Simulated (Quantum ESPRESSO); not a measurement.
# As (P-1) in Quantum ESPRESSO: reference runs

Reference runs on As: the cell as given.

Program: Quantum ESPRESSO 7.5. These are calculated values, not measurements. Logs are shortened: lines on timing, memory, paths and dates and some standing lists are left out, and cuts for length are marked.

## (1) Starting point

The typed cell holds 2 atoms: a = 3.824 Å, b = 3.824 Å, c = 3.824 Å, α = 60.00°, β = 60.00°, γ = 60.00°.

This isn't the form of As at room conditions, which is rhombohedral.

## (2) Single point, PBE

The input, pw.in:

```
&CONTROL
  calculation = 'scf'
  prefix = 'pwscf'
  outdir = './tmp'
  pseudo_dir = './pseudo'
  tprnfor = .true.
  tstress = .true.
  disk_io = 'nowf'
/
&SYSTEM
  ibrav = 0
  nat = 2
  ntyp = 1
  ecutwfc = 55
  ecutrho = 440
  nbnd = 10
  occupations = 'smearing'
  smearing = 'fd'
  degauss = 0.00367493
/
&ELECTRONS
  conv_thr = 4d-10
  electron_maxstep = 120
  mixing_beta = 0.5
/
ATOMIC_SPECIES
As    74.9216 As.pbe-n-rrkjus_psl.0.2.UPF
CELL_PARAMETERS angstrom
  -2.7036817400    0.0000000000   -2.7036817400
   0.0000000000   -2.7036817400   -2.7036817400
  -2.7036817400   -2.7036817400    0.0000000000
ATOMIC_POSITIONS crystal
As     0.2763515400    0.2271399200    0.2568997100
As     0.7236484600    0.7728600800    0.7431002900
K_POINTS automatic
9 9 9 0 0 0
```

Potentials or basis: SSSP 1.3 efficiency PBE.

Command:

```console
> OMP_NUM_THREADS=1 pw.x -in pw.in > pw.out
```

pw.out:

```text
This program is part of the open-source Quantum ESPRESSO suite
     for quantum simulation of materials; please cite
         "P. Giannozzi et al., J. Phys.:Condens. Matter 21 395502 (2009);
         "P. Giannozzi et al., J. Phys.:Condens. Matter 29 465901 (2017);
         "P. Giannozzi et al., J. Chem. Phys. 152 154105 (2020);
     in publications or presentations arising from this work. More details at

     Message from routine setup:
     using ibrav=0 with symmetry is DISCOURAGED, use correct ibrav instead

     G-vector sticks info
     --------------------
     sticks:   dense  smooth     PW     G-vecs:    dense   smooth      PW
     Sum        1585     793    241                41559    14649    2445

     Using Slab Decomposition

     bravais-lattice index     =            0
     lattice parameter (alat)  =       7.2255  a.u.
     unit-cell volume          =     266.7432 (a.u.)^3
     number of atoms/cell      =            2
     number of atomic types    =            1
     number of electrons       =        10.00
     number of Kohn-Sham states=           10
     kinetic-energy cutoff     =      55.0000  Ry
     charge density cutoff     =     440.0000  Ry
     scf convergence threshold =      4.0E-10
     mixing beta               =       0.5000
     number of iterations used =            8  plain     mixing
     Exchange-correlation= PBE
                           (   1   4   3   4   0   0   0)

     celldm(1)=   7.225525  celldm(2)=   0.000000  celldm(3)=   0.000000
     celldm(4)=   0.000000  celldm(5)=   0.000000  celldm(6)=   0.000000

     crystal axes: (cart. coord. in units of alat)
               a(1) = (  -0.707107   0.000000  -0.707107 )
               a(2) = (   0.000000  -0.707107  -0.707107 )
               a(3) = (  -0.707107  -0.707107   0.000000 )

     reciprocal axes: (cart. coord. in units 2 pi/alat)
               b(1) = ( -0.707107  0.707107 -0.707107 )
               b(2) = (  0.707107 -0.707107 -0.707107 )
               b(3) = ( -0.707107 -0.707107  0.707107 )

     PseudoPot. # 1 for As read from file:
     As.pbe-n-rrkjus_psl.0.2.UPF
     Pseudo is Ultrasoft + core correction, Zval =  5.0
     Generated using "atomic" code by A. Dal Corso  v.5.0.99 svn rev. 10869
     Using radial grid of 1209 points,  4 beta functions with:
                l(1) =   0
                l(2) =   0
                l(3) =   1
                l(4) =   1
     Q(r) pseudized with 0 coefficients

     atomic species   valence    mass     pseudopotential
     As                5.00    74.92160     As( 1.00)

      2 Sym. Ops., with inversion, found

   Cartesian axes

     site n.     atom                  positions (alat units)
         1        As     tau(   1) = (  -0.3770656  -0.3422677  -0.3560222  )
         2        As     tau(   2) = (  -1.0371480  -1.0719459  -1.0581913  )

     number of k points=   365  Fermi-Dirac smearing, width (Ry)=  0.0037

     Number of k-points >= 100: set verbosity='high' to print them.

     Dense  grid:    41559 G-vectors     FFT dimensions: (  50,  50,  50)

     Smooth grid:    14649 G-vectors     FFT dimensions: (  36,  36,  36)

     Initial potential from superposition of free atoms

     starting charge       9.9995, renormalised to      10.0000
     Starting wfcs are    8 randomized atomic wfcs +    2 random wfcs

     Self-consistent Calculation

     iteration #  1     ecut=    55.00 Ry     beta= 0.50
     Davidson diagonalization with overlap
     ethr =  1.00E-02,  avg # of iterations =  6.4

     Threshold (ethr) on eigenvalues was too large:
     Diagonalizing with lowered threshold

     Davidson diagonalization with overlap
     ethr =  6.64E-05,  avg # of iterations =  3.9

     total energy              =     -36.38721627 Ry
     estimated scf accuracy    <       0.00649891 Ry

     iteration #  2     ecut=    55.00 Ry     beta= 0.50
     Davidson diagonalization with overlap
     ethr =  6.50E-05,  avg # of iterations =  1.0

     total energy              =     -36.38736595 Ry
     estimated scf accuracy    <       0.00162303 Ry

     iteration #  3     ecut=    55.00 Ry     beta= 0.50
     Davidson diagonalization with overlap
     ethr =  1.62E-05,  avg # of iterations =  1.4

     total energy              =     -36.38738822 Ry
     estimated scf accuracy    <       0.00000356 Ry

     iteration #  4     ecut=    55.00 Ry     beta= 0.50
     Davidson diagonalization with overlap
     c_bands:  1 eigenvalues not converged
     ethr =  3.56E-08,  avg # of iterations =  3.7

     total energy              =     -36.38738981 Ry
     estimated scf accuracy    <       0.00000038 Ry

     iteration #  5     ecut=    55.00 Ry     beta= 0.50
     Davidson diagonalization with overlap
     ethr =  3.77E-09,  avg # of iterations =  1.8

     total energy              =     -36.38738985 Ry
     estimated scf accuracy    <       0.00000002 Ry

     iteration #  6     ecut=    55.00 Ry     beta= 0.50
     Davidson diagonalization with overlap
     ethr =  1.52E-10,  avg # of iterations =  2.0

     total energy              =     -36.38738985 Ry
     estimated scf accuracy    <          5.0E-10 Ry

     iteration #  7     ecut=    55.00 Ry     beta= 0.50
     Davidson diagonalization with overlap
     ethr =  5.00E-12,  avg # of iterations =  2.0

     End of self-consistent calculation

     Number of k-points >= 100: set verbosity='high' to print the bands.

     the Fermi energy is     8.4475 ev

!    total energy              =     -36.38738985 Ry
     estimated scf accuracy    <          8.4E-11 Ry
     smearing contrib. (-TS)   =      -0.00029448 Ry
     internal energy E=F+TS    =     -36.38709537 Ry

     The total energy is F=E-TS. E is the sum of the following terms:
     one-electron contribution =       8.71183102 Ry
     hartree contribution      =       1.01192619 Ry
     xc contribution           =     -18.40086723 Ry
     ewald contribution        =     -27.70998535 Ry

     convergence has been achieved in   7 iterations

     Forces acting on atoms (cartesian axes, Ry/au):

     atom    1 type  1   force =    -0.01296552    0.01073282   -0.00265211
     atom    2 type  1   force =     0.01296552   -0.01073282    0.00265211

     Total force =     0.024097     Total SCF correction =     0.000002

     Computing stress (Cartesian axis) and pressure

          total   stress  (Ry/bohr**3)                   (kbar)     P=       44.85
   0.00034225  -0.00008590   0.00001926           50.35      -12.64        2.83
  -0.00008590   0.00029697  -0.00001229          -12.64       43.69       -1.81
   0.00001926  -0.00001229   0.00027534            2.83       -1.81       40.50

=------------------------------------------------------------------------------=
   JOB DONE.
=------------------------------------------------------------------------------=
```

Run time: 85 s. Hardware: 1 thread of Intel Xeon Platinum 8259CL at 2.50GHz (Skylake/Cascade Lake), shared host; peak memory 0.18 GiB.

Results:

| Property | Result |
| --- | --- |
| Free energy | -495.0757 eV |
| Pressure | 4.5 GPa |
| Largest force | 0.438 eV/Å |
| Band gap on the k mesh | none (metal or under the smearing width) |

Forces on the atoms (eV/Å):
```
As  -0.333  0.276 -0.068
As   0.333 -0.276  0.068
```

Stress tensor (GPa, compression positive):
```
 5.03 -1.26  0.28
-1.26  4.37 -0.18
 0.28 -0.18  4.05
```

Levels at points of the mesh, in eV from the Fermi level:
```
           k point  band 1  band 2  band 3  band 4  band 5  band 6  band 7  band 8  band 9  band 10
(0.00, 0.00, 0.00)  -15.18   -5.03   -2.14   -1.88   -1.84    3.53    3.60    4.20    5.83     6.28
```
